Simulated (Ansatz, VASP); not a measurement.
# Si in VASP and in Ansatz

```xyz
2
Lattice="0.0000 2.7102 2.8108 2.7102 0.0000 2.8108 2.7102 2.7102 0.0000" Properties=species:S:1:pos:R:3 pbc="T T T"
Si    2.7102    2.7102    2.8108
Si    4.0653    4.0653    4.2162
```

Alike in both runs: task single point; functional LDA; k mesh 12 × 12 × 12; occupations gaussian, width 0.05 eV; no spin polarisation.

```csv
,VASP,Ansatz
version,VASP 6.6.1,Ansatz 0.2.0
potentials or method,"VASP PAW LDA potentials, release 64 (Si)","scalar-relativistic, plane waves, PAW"
plane-wave cutoff (eV),520,420
valence electrons in the cell,8,8
```

|  | VASP | Ansatz | Ansatz less VASP |
| --- | --- | --- | --- |
| gap on the k mesh at the Fermi level (eV) | 0.33 | 0.33 | +0.002 |
| least direct gap on the mesh (eV) | 2.27 | 2.26 | -0.007 |
| pressure (GPa) | -4.1 | -4.1 | -0.04 |
| largest component of the traceless stress (GPa) | 2.47 | 2.47 | 0.000 |

Ansatz warned: «pseudo_functional_mismatch».
